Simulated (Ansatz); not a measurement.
# NbSi2P4 monolayer in a perpendicular field, part 2 of 3

What dipole does a perpendicular field induce in the NbSi2P4 monolayer? A positive field points along +c.

Ansatz 0.2.0; plane-wave DFT, PBE-D3(BJ), Ansatz PAW.

So far. Step 2 (Relaxation): The lattice constant a goes from 3.480 to 3.482 Å.

## 3. Single point, field 0

A sawtooth potential applies the field, turning back in the middle of the vacuum. With the dipole correction the typed value is the field outside the slab. The induced dipole is small, so the SCF threshold is tight.

The cell differs from the one that the last finished run ended in (c 48.171 → 27.484 Å).

Contents of input.yaml:

```yaml
crystal:
  lattice:
    - [3.4821320659, 0.0, 0.0]
    - [-1.741066033, 3.0156148284, 0.0]
    - [0.0, 0.0, 27.4835087004]
  atoms:
    - { symbol: P, position: [0.0, 0.0, 0.3274691051] }
    - { symbol: Si, position: [0.3333333333, 0.6666666667, 0.3643868588] }
    - { symbol: P, position: [0.3333333333, 0.6666666667, 0.4457400061] }
    - { symbol: Nb, position: [0.0, 0.0, 0.5] }
    - { symbol: P, position: [0.3333333333, 0.6666666667, 0.5542599939] }
    - { symbol: Si, position: [0.3333333333, 0.6666666667, 0.6356131412] }
    - { symbol: P, position: [0.0, 0.0, 0.6725308949] }
kpoints:
  mp_grid: { grid: [18, 18, 1] }
  band_path:
    path: [[0, 0, 0], [0.5, 0, 0], [0.33333333, 0.33333333, 0], [0, 0, 0]]
    npoints: 16
hamiltonian:
  xc: pbe
  dispersion: d3bj
scf:
  occupations: { method: fermi_dirac, width: 0.05 }
  convergence: { dr2_threshold: 1.0e-10 }
efield:
  axis: 3
  dipole_correction: true
  ramp_position: 0.97
  ramp_width: 0.06
  amplitude: 0
output:
  dos: { projected: true, e_range: [-6, 5] }
  bader: true
  write_potential: true
  write_density: true
  volumetric_format: npy
  elf: true
```

On the command line:

```sh
ansatz run input.yaml --threads 4 --pin off --max-ram 6144MiB --backend cpu --events-out ev --progress --plain --runs-dir out
```

Numbers of over 12 decimals in the logs are rounded to 6 here.

Log:

```text
[...]
Crystal: 7 atoms, lattice volume = 288.598 Å³
Basis set: ecut = 420 eV, 5665 PW (Γ)
Bands: 28, of which v1, the nominal top of the filled ones, is band 21 counted from 1 (20 counted from 0)
Symmetry: 6 space group operations
k-points: 37 of 324 (time reversal used)
[...]
SCF iter   1: F=—  HF=-8851.472780 eV  |F-HF|=—  |Δ(HF+E_count)|=         —  Δρ=3.40e-3  dr2=8.38e-2  ethr=1.77e-3  p=0.000 e·Å  D=9.33e-14 V/Å  ΔV_dip=-0.00 eV  dr2_dipole=7.36e-11  V_vac-E_F(+/−)=5.44/5.44 eV  ⟨swp⟩=11.1  Hψ=7427  notcnv=0
efield: sawtooth ramp at fractional position 0.9700 (set: `efield.ramp_position`, or a place that a band, a saddle search or an elastic batch's reference lends), width 0.0600; the density the first Hamiltonian is built on has a dipole p = 0.000 e·Å; the dipole correction subtracts the counter field D = 9.33e-14 V/Å, which shifts the + side's vacuum level by -0.00 eV against the − side's; the planar-averaged density in the ramp window peaks in size at 6.1e-6 e/Å³
[...]
SCF iter   2: F=—  HF=-8851.472617 eV  |F-HF|=—  |Δ(HF+E_count)|=   1.63e-4  Δρ=1.52e-3  dr2=2.42e-2  ethr=2.04e-4  p=0.000 e·Å  D=8.03e-7 V/Å  ΔV_dip=-0.00 eV  dr2_dipole=7.83e-11  V_vac-E_F(+/−)=5.42/5.42 eV  ⟨swp⟩=3.7  Hψ=2176  notcnv=0  defer=68
[...]
SCF iter  10: F=-8851.469428 eV  HF=-8851.469428 eV  |F-HF|=4.73e-11  |Δ(HF+E_count)|=  6.44e-10  Δρ=6.22e-8  dr2=7.82e-12  ethr=1.00e-12  p=-0.000 e·Å  D=-8.11e-8 V/Å  ΔV_dip=0.00 eV  dr2_dipole=3.18e-13  V_vac-E_F(+/−)=5.48/5.48 eV  ⟨swp⟩=10.4  Hψ=3624  notcnv=0
SCF 1 converged in 10 iterations: F = -8851.469428 eV  dr2 = 7.82e-12
[...]
NSCF: frozen V_eff on 49 k-points
efield: sawtooth ramp at fractional position 0.9700 (kept from the solve that this one continues, or follows in the run), width 0.0600; the density the first Hamiltonian is built on has a dipole p = -0.000 e·Å; the dipole correction subtracts the counter field D = -8.11e-8 V/Å, which shifts the + side's vacuum level by +0.00 eV against the − side's; the planar-averaged density in the ramp window peaks in size at 1.1e-7 e/Å³
WARN: The output density's exchange-correlation potential varies sharply where the density is thin. Do not read a vacuum level from v_tot or v_xc, or from such a field of the output density. On a cell that repeats whose density bears no net charge and no dipole along the vacuum's axis use v_es (v_loc + v_h of the components); under efield.dipole_correction with no amplitude use v_es + v_field, which holds any externa [...]
SCF converged after 10 iterations
Free energy (F): -8851.469428 eV
[...]
Internal energy: -8851.446319 eV  (E = F + TS)
E sigma→0 (E₀):  -8851.457873 eV
Entropy (-TS):   -0.023109 eV (-3.301 meV/atom)
Fermi energy:    0.718641 eV
Dipole field:    D = 0.000001 V/Å  (p = 0.000001 e·Å, saw-weighted, corrected)
Work function:   Φ+ = 5.4786 eV   Φ− = 5.4786 eV
Levels:          The Fermi level and band energies are counted from a zero that moves with the ramp; work functions are not
[...]
--- Band table (eV; the first three rows and the last of 37) ---
  k-point 0: bands = [... 17 lower, -0.1140, 0.3334, 0.3334, 1.0103, 3.6420, 3.6420, 3.8088, 3.8088, ... 3 higher]
  k-point 1: bands = [... 17 lower, -0.1974, 0.2695, 0.3015, 1.0272, 3.5540, 3.6846, 3.7437, 3.8648, ... 3 higher]
  k-point 2: bands = [... 17 lower, -0.3984, 0.0985, 0.2038, 1.0034, 3.3500, 3.3841, 3.9393, 3.9983, ... 3 higher]
  k-point 36: bands = [... 17 lower, -1.7610, -0.5853, 0.1500, 1.4621, 2.6601, 2.7069, 2.7578, 3.6872, ... 3 higher]
--- Bader charges: 7 sites ---
  site symbol  charge [e]  shift [e]
     0      P     -1.3915     0.0215
     1     Si      1.8943     0.0283
     2      P     -1.1731     0.0082
     3     Nb      1.3406     0.0026
     4      P     -1.1731     0.0082
     5     Si      1.8943     0.0283
     6      P     -1.3915     0.0215
  estimated error of the sums over rays = 9.0e-4 e
```

It took 29 s on 4 threads of Intel Xeon Platinum 8488C (Sapphire Rapids), shared host; peak memory 0.81 GiB; 1.9 min of CPU time.

This step gave:

```
energy at zero smearing   : -8851.4579 eV
work function, upper face : 5.479 eV
dipole along the normal   : 8.78e-7 e·Å
```

Running mean over a fixed 2.7 Å (it still follows the layers) of the planar mean; the ramp of the sawtooth is left out. Electron's electrostatic potential energy less the Fermi level against z:

```tsv
z (Å)	electron's electrostatic potential energy less the Fermi level (eV)
3.5	5.48
4.0	5.48
4.5	5.48
5.0	5.48
5.5	5.47
6.0	5.43
6.5	5.27
7.0	4.61
7.5	2.49
8.0	-0.581
8.5	-3.65
9.0	-6.36
9.5	-7.59
10.0	-6.95
10.5	-5.42
11.0	-4.76
11.5	-4.18
12.0	-4.48
12.5	-7.22
13.0	-9.57
13.5	-9.77
14.0	-9.77
14.5	-9.53
15.0	-7.11
15.5	-4.44
16.0	-4.20
16.5	-4.77
17.0	-5.46
17.5	-7.00
18.0	-7.59
18.5	-6.28
19.0	-3.55
19.5	-0.477
20.0	2.59
20.5	4.64
21.0	5.28
21.5	5.43
22.0	5.47
22.5	5.48
23.0	5.48
23.5	5.48
24.0	5.48
```

The density of states has structure finer than the step of the table below, so its rows give means over 0.2 eV, whole bins alone (the curve runs from -6 to 1.99 eV). Peaks (eV: height): -4.84: 9.75, -4.32: 8.24, -4.13: 9.03, -3.57: 8.53, -1.37: 19.6, -1.20: 9.42, -1.09: 8.43.

The density of states by energy, zero at the Fermi level; means over each step:

```tsv
energy (eV)	density of states (states/eV a cell)
-5.8	0.365
-5.6	0.361
-5.4	0.392
-5.2	1.04
-5.0	2.01
-4.8	6.29
-4.6	1.60
-4.4	3.38
-4.2	4.75
-4.0	3.47
-3.8	2.62
-3.6	5.36
-3.4	2.96
-3.2	3.85
-3.0	3.61
-2.8	4.54
-2.6	4.31
-2.4	4.29
-2.2	4.69
-2.0	6.59
-1.8	5.58
-1.6	3.91
-1.4	7.70
-1.2	7.37
-1.0	5.78
-0.8	3.72
-0.6	2.90
-0.4	0.981
-0.2	3.16
0.0	2.86
0.2	2.15
0.4	1.00
0.6	0.520
0.8	0.0327
1.0	0
1.2	0
1.4	0
1.6	0.572
1.8	2.61
```

Projected DOS per atom over height of the atomic layer and energy from the Fermi level. Layers: P Si P Nb P Si P from below.

Ten even steps from '0' (0.00 states/eV) to '9' (1.88 states/eV), each cell a mean:
```
1202021
0000000
0000000
0000000
0004000
0019100
0014100
1045401
4077704
6145416
6145416
5133315
4232324
3223223
2223222
2244422
2233322
1232321
3332333
1100011
0000000
0000000
```
Columns: height of the atomic layer (Å) from 9 to 18.5 (not evenly spaced); rows upwards: energy from the Fermi level (eV) from -5.96 to 1.96.

The electronic bands at the labelled points (eV, zero at the Fermi level):

```tsv
point	band 17	band 18	band 19	band 20	band 21	band 22	band 23	band 24
Γ	-0.83	-0.83	-0.39	-0.39	0.29	2.92	2.92	3.09
halfway	-1.73	-1.22	-1.10	-0.98	-0.14	2.02	2.16	2.88
M	-1.81	-1.63	-1.47	-0.63	-0.12	1.54	1.60	2.47
halfway	-2.18	-1.77	-1.32	-0.89	0.21	2.04	2.45	2.62
K	-2.86	-2.48	-1.30	-0.57	0.74	1.94	1.99	2.04
halfway	-2.09	-1.36	-1.06	-0.98	-0.14	2.32	2.78	2.86
Γ	-0.83	-0.83	-0.39	-0.39	0.29	2.92	2.92	3.09
```

ELF in the ca plane at fractional y = 0.667, with atoms of Si and P within 0.2 Å of it. It is the smooth field of the valence electrons, not physical close to the nuclei.

Values, 5 rows by 16 columns, each cell a mean:
```
0.00 0.04 0.43 0.72 0.64 0.32 0.12 0.30 0.19 0.18 0.30 0.10 0.42 0.66 0.71 0.32
0.00 0.02 0.26 0.59 0.73 0.48 0.36 0.63 0.25 0.34 0.61 0.32 0.57 0.71 0.55 0.18
0.00 0.00 0.03 0.20 0.52 0.50 0.78 0.47 0.47 0.57 0.47 0.80 0.45 0.50 0.14 0.02
0.00 0.00 0.01 0.13 0.35 0.50 0.82 0.20 0.47 0.51 0.23 0.87 0.39 0.35 0.08 0.01
0.00 0.01 0.13 0.43 0.73 0.55 0.58 0.76 0.36 0.48 0.74 0.54 0.61 0.69 0.37 0.09
```
Columns run along c (16.0 Å, from fractional 0.18 to 0.76 of the cell), rows up along a (3.5 Å). Atoms in or near the plane, at fractional coordinates: Si at (0.36, 0.33), P at (0.45, 0.33), P at (0.55, 0.33), Si at (0.64, 0.33).

Electrostatic potential energy in the ca plane at fractional y = 0.667, with atoms of Si and P within 0.2 Å of it. With pseudopotentials it is smooth inside the atoms' cores, unlike the true potential.

Values in eV, 5 rows by 16 columns, each cell a mean:
```
  6   6   6   1  -2   2   4   3  -7  -4   4   4   2  -3   2   6
  6   6   6   2  -3  -2   2  -1  -4  -3  -1   2  -2  -2   3   6
  6   6   6   3 -20 -34 -12 -43  -4 -10 -43  -8 -40 -12   4   6
  6   6   6   3 -29 -46 -18 -57  -6 -16 -57 -13 -53 -18   4   6
  6   6   6   3  -6 -10  -1 -12  -2  -3 -11   0 -12  -3   4   6
```
Columns run along c (16.0 Å, from fractional 0.18 to 0.76 of the cell; values clipped at the 3rd and 97th percentile), rows up along a (3.5 Å). Atoms in or near the plane, at fractional coordinates: Si at (0.36, 0.33), P at (0.45, 0.33), P at (0.55, 0.33), Si at (0.64, 0.33).

Valence density in the ca plane at fractional y = 0.667, with atoms of Si and P within 0.2 Å of it. It is the smooth field of the valence electrons, not physical close to the nuclei.

Ten even steps from '0' (0.00 e/Å³) to '9' (0.79 e/Å³), each cell a mean:
```
00000000000000000012344321001122345432211001
00000000000000000012444321000112356422110001
00000000000000000012344421111233344333321111
00000000000000000001245543234677533357753223
00000000000000000000235434568778733478677654
00000000000000000000133114799315743474159873
00000000000000000000134224689537743476369763
00000000000000000001245544446788633469875444
00000000000000000001345432112455433345532112
```
Columns run along c (16.0 Å, from fractional 0.05 to 0.64 of the cell), rows up along a (3.5 Å). Atoms in or near the plane, at fractional coordinates: Si at (0.36, 0.33), P at (0.45, 0.33), P at (0.55, 0.33), Si at (0.64, 0.33).

The work function of the upper face is 5.48 eV.

## 4. Single point, field 0.05 V/Å

Edit input.yaml of step 3 so:

```diff
@@ -29,6 +29,4 @@
   ramp_width: 0.06
-  amplitude: 0
+  amplitude: 0.05
 output:
-  dos: { projected: true, e_range: [-6, 5] }
-  bader: true
   write_potential: true
@@ -36,2 +34 @@
   volumetric_format: npy
-  elf: true
```

Log:

```text
[...]
Crystal: 7 atoms, lattice volume = 288.598 Å³
Basis set: ecut = 420 eV, 5665 PW (Γ)
Bands: 28, of which v1, the nominal top of the filled ones, is band 21 counted from 1 (20 counted from 0)
Symmetry: 6 space group operations
k-points: 37 of 324 (time reversal used)
[...]
k-point 0: bands = [... 17 lower, -0.1135, 0.3333, 0.3333, 1.0102, 3.6417, 3.6417, 3.8089, 3.8089, ... 3 higher]
  k-point 1: bands = [... 17 lower, -0.1970, 0.2694, 0.3014, 1.0272, 3.5536, 3.6848, 3.7433, 3.8649, ... 3 higher]
  k-point 2: bands = [... 17 lower, -0.3981, 0.0984, 0.2037, 1.0033, 3.3483, 3.3856, 3.9389, 3.9985, ... 3 higher]
  k-point 36: bands = [... 17 lower, -1.7611, -0.5854, 0.1500, 1.4620, 2.6600, 2.7068, 2.7576, 3.6872, ... 3 higher]
[key lines of the parts left out:]
SCF converged after 13 iterations
Free energy (F): -8851.470260 eV
Fermi energy:    0.718567 eV
Dipole field:    D = 0.020881 V/Å  (p = 0.033303 e·Å, saw-weighted, corrected)
```

Elapsed: 13 s, on 4 threads; peak memory 0.77 GiB.

The dipole is 0.0333 e·Å.

## 5. Single point, field -0.05 V/Å

Edit input.yaml of step 4 so:

```diff
@@ -29,3 +29,3 @@
   ramp_width: 0.06
-  amplitude: 0.05
+  amplitude: -0.05
 output:
```

Log:

```text
[...]
Crystal: 7 atoms, lattice volume = 288.598 Å³
Basis set: ecut = 420 eV, 5665 PW (Γ)
Bands: 28, of which v1, the nominal top of the filled ones, is band 21 counted from 1 (20 counted from 0)
Symmetry: 6 space group operations
k-points: 37 of 324 (time reversal used)
[...]
k-point 0: bands = [... 17 lower, -0.1135, 0.3333, 0.3333, 1.0102, 3.6417, 3.6417, 3.8089, 3.8089, ... 3 higher]
  k-point 1: bands = [... 17 lower, -0.1970, 0.2694, 0.3014, 1.0272, 3.5536, 3.6848, 3.7433, 3.8649, ... 3 higher]
  k-point 2: bands = [... 17 lower, -0.3981, 0.0984, 0.2037, 1.0033, 3.3483, 3.3856, 3.9389, 3.9985, ... 3 higher]
  k-point 36: bands = [... 17 lower, -1.7611, -0.5854, 0.1500, 1.4620, 2.6600, 2.7068, 2.7576, 3.6872, ... 3 higher]
[key lines of the parts left out:]
SCF converged after 13 iterations
Free energy (F): -8851.470260 eV
Fermi energy:    0.718567 eV
Dipole field:    D = -0.020881 V/Å  (p = -0.033303 e·Å, saw-weighted, corrected)
```

Elapsed: 12 s, on 4 threads; peak memory 0.78 GiB.

The dipole is -0.0333 e·Å.

## 6. Single point, field 0.1 V/Å

Edit input.yaml of step 5 so:

```diff
@@ -29,3 +29,3 @@
   ramp_width: 0.06
-  amplitude: -0.05
+  amplitude: 0.1
 output:
```

Log:

```text
[...]
Crystal: 7 atoms, lattice volume = 288.598 Å³
Basis set: ecut = 420 eV, 5665 PW (Γ)
Bands: 28, of which v1, the nominal top of the filled ones, is band 21 counted from 1 (20 counted from 0)
Symmetry: 6 space group operations
k-points: 37 of 324 (time reversal used)
[...]
k-point 0: bands = [... 17 lower, -0.1123, 0.3333, 0.3333, 1.0101, 3.6408, 3.6408, 3.8091, 3.8091, ... 3 higher]
  k-point 1: bands = [... 17 lower, -0.1958, 0.2693, 0.3012, 1.0270, 3.5523, 3.6853, 3.7424, 3.8653, ... 3 higher]
  k-point 2: bands = [... 17 lower, -0.3972, 0.0983, 0.2034, 1.0031, 3.3438, 3.3893, 3.9376, 3.9992, ... 3 higher]
  k-point 36: bands = [... 17 lower, -1.7615, -0.5859, 0.1502, 1.4617, 2.6596, 2.7066, 2.7572, 3.6871, ... 3 higher]
[key lines of the parts left out:]
SCF converged after 13 iterations
Free energy (F): -8851.472758 eV
Fermi energy:    0.718348 eV
Dipole field:    D = 0.041762 V/Å  (p = 0.066606 e·Å, saw-weighted, corrected)
```

Wall time 12 s (4 threads); peak memory 0.76 GiB.

The dipole is 0.0666 e·Å.

## 7. Single point, field 0.2 V/Å

Edit input.yaml of step 6 so:

```diff
@@ -29,3 +29,3 @@
   ramp_width: 0.06
-  amplitude: 0.1
+  amplitude: 0.2
 output:
```

Log:

```text
[...]
Crystal: 7 atoms, lattice volume = 288.598 Å³
Basis set: ecut = 420 eV, 5665 PW (Γ)
Bands: 28, of which v1, the nominal top of the filled ones, is band 21 counted from 1 (20 counted from 0)
Symmetry: 6 space group operations
k-points: 37 of 324 (time reversal used)
[...]
k-point 0: bands = [... 17 lower, -0.1076, 0.3329, 0.3329, 1.0094, 3.6375, 3.6375, 3.8102, 3.8102, ... 3 higher]
  k-point 1: bands = [... 17 lower, -0.1913, 0.2690, 0.3003, 1.0264, 3.5474, 3.6872, 3.7385, 3.8668, ... 3 higher]
  k-point 2: bands = [... 17 lower, -0.3939, 0.0978, 0.2023, 1.0025, 3.3302, 3.3996, 3.9329, 4.0017, ... 3 higher]
  k-point 36: bands = [... 17 lower, -1.7630, -0.5879, 0.1508, 1.4607, 2.6579, 2.7057, 2.7557, 3.6865, ... 3 higher]
[key lines of the parts left out:]
SCF converged after 13 iterations
Free energy (F): -8851.482749 eV
Fermi energy:    0.717468 eV
Dipole field:    D = 0.083530 V/Å  (p = 0.133221 e·Å, saw-weighted, corrected)
```

The job ended after 12 s (4 threads; peak memory 0.78 GiB; 48 s of CPU time).

The dipole is 0.133 e·Å.

## 8. Single point, field 0.3 V/Å

Edit input.yaml of step 7 so:

```diff
@@ -29,4 +29,6 @@
   ramp_width: 0.06
-  amplitude: 0.2
+  amplitude: 0.3
 output:
+  dos: { projected: true, e_range: [-6, 5] }
+  bader: true
   write_potential: true
@@ -34 +36,2 @@
   volumetric_format: npy
+  elf: true
```

Log:

```text
[...]
Crystal: 7 atoms, lattice volume = 288.598 Å³
Basis set: ecut = 420 eV, 5665 PW (Γ)
Bands: 28, of which v1, the nominal top of the filled ones, is band 21 counted from 1 (20 counted from 0)
Symmetry: 6 space group operations
k-points: 37 of 324 (time reversal used)
[...]
k-point 36: bands = [... 17 lower, -1.7655, -0.5912, 0.1517, 1.4589, 2.6551, 2.7042, 2.7532, 3.6855, ... 3 higher]
--- Bader charges: 7 sites ---
  site symbol  charge [e]  shift [e]
     0      P     -1.4098     0.0210
     1     Si      1.8974     0.0279
     2      P     -1.1737     0.0082
     3     Nb      1.3406     0.0026
     4      P     -1.1722     0.0082
     5     Si      1.8909     0.0287
     6      P     -1.3731     0.0219
  estimated error of the sums over rays = 9.0e-4 e
[key lines of the parts left out:]
SCF converged after 13 iterations
Free energy (F): -8851.499403 eV
Fermi energy:    0.715994 eV
Dipole field:    D = 0.125310 V/Å  (p = 0.199856 e·Å, saw-weighted, corrected)
```

Elapsed: 31 s, on 4 threads; peak memory 0.78 GiB.

The dipole is 0.200 e·Å.

## 9. Response, atoms held

This step: plane-wave DFT, PBE-D3(BJ), Ansatz PAW; response to a field along the normal, atoms held (Ansatz 0.2.0).

The dipoles give the slope, and the difference of two potentials shows where the field is screened.

Numbers from this step:

```
equivalent conductor thickness p/(ε₀AE) : 11.48 Å
distance between the outer atoms        : 9.484 Å
```

Dipole of the cell against applied field:

```tsv
applied field (V/Å)	dipole of the cell (e·Å)
-0.050	-0.0333
0.000	8.8e-7
0.050	0.0333
0.100	0.0666
0.200	0.133
0.300	0.200
```

Local field over the applied field, running mean. From the potentials at -0.05 and 0.05 V/Å; running mean over 2.5 Å. The local field over applied field by z:

```tsv
z (Å)	local field over applied field
4.5	0.999
5.0	0.995
5.5	0.986
6.0	0.961
6.5	0.900
7.0	0.781
7.5	0.613
8.0	0.434
8.5	0.260
9.0	0.125
9.5	0.0693
10.0	0.0625
10.5	0.0639
11.0	0.0725
11.5	0.0675
12.0	0.0431
12.5	0.0303
13.0	0.0263
13.5	0.0166
14.0	0.0169
14.5	0.0265
15.0	0.0304
15.5	0.0438
16.0	0.0682
16.5	0.0722
17.0	0.0637
17.5	0.0625
18.0	0.0700
18.5	0.129
19.0	0.265
19.5	0.440
20.0	0.619
20.5	0.786
21.0	0.903
21.5	0.962
22.0	0.987
22.5	0.996
23.0	0.999
```

The induced electron density oscillates, so the rows of the table below give means over windows of 0.5 Å about each position, cut where the curve ends. Its maxima inside the range that stand out by 2 % of the span (Å: e/Å³ per V/Å): 8.02: 0.00370, 9.30: 8.6e-4, 11.02: 6.9e-4, 12.31: 6.9e-4, 14.31: 7.4e-4, 15.75: -7.4e-5, 17.32: 0.00149, 18.61: -3.8e-4. Its minima: 8.87: 3.8e-4, 10.16: -0.00149, 11.74: 7.4e-5, 13.17: -7.4e-4, 15.17: -6.9e-4, 16.46: -6.9e-4, 18.18: -8.6e-4, 19.47: -0.00370.

Electrons, planar mean, per unit field. Table of induced electron density by z; means over each step:

```tsv
z (Å)	induced electron density (e/Å³ per V/Å)
4.5	6.2e-6
5.0	2.0e-5
5.5	6.4e-5
6.0	1.9e-4
6.5	5.3e-4
7.0	0.00133
7.5	0.00270
8.0	0.00352
8.5	0.00180
9.0	5.5e-4
9.5	5.3e-4
10.0	-0.00105
10.5	-6.2e-4
11.0	5.8e-4
11.5	3.0e-4
12.0	3.6e-4
12.5	4.7e-4
13.0	-4.6e-4
13.5	-4.2e-4
14.0	4.4e-4
14.5	4.4e-4
15.0	-4.9e-4
15.5	-3.4e-4
16.0	-3.2e-4
16.5	-5.7e-4
17.0	6.8e-4
17.5	0.00102
18.0	-5.7e-4
18.5	-5.4e-4
19.0	-0.00188
19.5	-0.00353
20.0	-0.00265
20.5	-0.00130
21.0	-5.1e-4
21.5	-1.9e-4
22.0	-6.2e-5
22.5	-2.0e-5
23.0	-5.9e-6
```

By hand: between -0.05 and 0.05 V/Å the dipole changes by 0.06661 e·Å, a slope of 0.6661 e·Å²/V. A perfect conductor of thickness t has p = ε₀AEt, so t = 180.95 × 0.6661 / 10.501 = 11.48 Å (e/ε₀ = 180.95 V·Å, A in Å²).

The induced dipole is that of a conductor 11.48 Å thick.

(Continued in part 3 of 3.)

[Logs are printed without paths, hosts, clocks, repeated set-up lines and the standing remarks that a program may print on its own settings, such as how far it seeks lower states.]

[Hosts, paths, dates, database ids (printed as entryN), source tags and the programs' standing remarks are cut or masked in the printed files.]

[Maps of the electrostatic potential energy from Ansatz leave out the sawtooth potential of an applied field or a dipole correction, so their vacuum need not be flat; planar profiles and work functions include it.]

[The density of states shown here was stored with 400 of the rows of the run's finer table, so its peaks can read low, often by over a quarter, or be missed, and its means over a window can be off by a tenth or more.]
